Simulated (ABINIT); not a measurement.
The system is Rh.

```
Rh
1.0
     0.00000    1.89785    1.89785
     1.89785    0.00000    1.89785
     1.89785    1.89785    0.00000
Rh
1
Direct
  0.00000 0.00000 0.00000
```

Base run:

* Program: ABINIT 10.8.3 (patched build)
* Functional: PBE
* Potentials or basis: JTH PAW PBE v2.0
* Cutoff: 544 eV
* k mesh: 16 × 16 × 16
* Occupations: fermi-dirac, width 0.05 eV
* Spin: no spin polarisation

Its results: band gap on the k mesh none (metal or under the smearing width); pressure 7.6 GPa.

The run is repeated on the same cell with these changes: functional from PBE to PBEsol. What comes out?

Band gap on the k mesh none (metal or under the smearing width); pressure -3.0 GPa.

PBEsol binds more tightly than PBE, so the same cell stands under less pressure.

Caveats: the PAW data sets were made with another functional, which shifts forces and pressure a little (some runs).
